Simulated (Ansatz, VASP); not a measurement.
**Two plane-wave programs on Hf**

```xyz
1
Lattice="-1.7523 1.7523 1.7523 1.7523 -1.7523 1.7523 1.7523 1.7523 -1.7523" Properties=species:S:1:pos:R:3 pbc="T T T"
Hf    0.0000    0.0000    0.0000
```

Alike in both runs: functional PBE; dispersion D3(BJ); k mesh 16 × 16 × 16; occupations gaussian, width 0.1 eV; no spin polarisation.

Ansatz relaxed the structure, and its values are those at the end. VASP's run is a single point on that final structure, the one shown.

|  | VASP | Ansatz |
| --- | --- | --- |
| version | VASP 6.6.1 | Ansatz 0.2.0 |
| potentials or method | VASP PAW PBE potentials, release 64 (Hf_pv) | scalar-relativistic, plane waves, PAW |
| plane-wave cutoff (eV) | 520 | 420 |
| valence electrons in the cell | 10 | 26 |

```tsv
	VASP	Ansatz	Ansatz less VASP
gap on the k mesh at the Fermi level (eV)	none	none	-
pressure (GPa)	-0.3	0.0	+0.30
```

A gap of «none» marks a metal or a gap that the smearing closes. The two sets of potentials don't hold the same shells in valence.

Caveats: pairwise dispersion overbinds metals, which lowers pressure and volume. The runs have no spin-orbit coupling, so splittings on Hf are missing.
